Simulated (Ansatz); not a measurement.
Space group Fm-3m (No. 225). a = 4.041 Å, b = 4.041 Å, c = 4.041 Å, α = 90.00°, β = 90.00°, γ = 90.00°
```
atom site symmetry x y z
  Al    4a m-3m  0.0000  0.0000  0.0000
```

Equation of state of this Al structure (not necessarily the ground state), with shape and atoms relaxed at each volume where symmetry leaves them free. It has no gap at any of these volumes. These are results of DFT PBE, scalar-relativistic, plane waves, PAW in Ansatz 0.2.0, not measurements.

Plane waves to 420 eV, a k mesh through Γ of 18×18×18 on the computed 1-atom cell and Gaussian smearing (0.10 eV); no spin polarisation.

```csv
V (Å³/atom),E − E(largest V) (meV/atom),P (GPa)
15.512,3.14,5.42
16.008,-8.87,2.48
16.503,-12.62,0.00
16.998,-9.38,-2.13
17.493,0.00,-3.97
```

Task: Fit a third-order Birch–Murnaghan equation to E(V).

Result: V0 = 16.51 Å³/atom, B0 = 76 GPa, B0' = 4.0.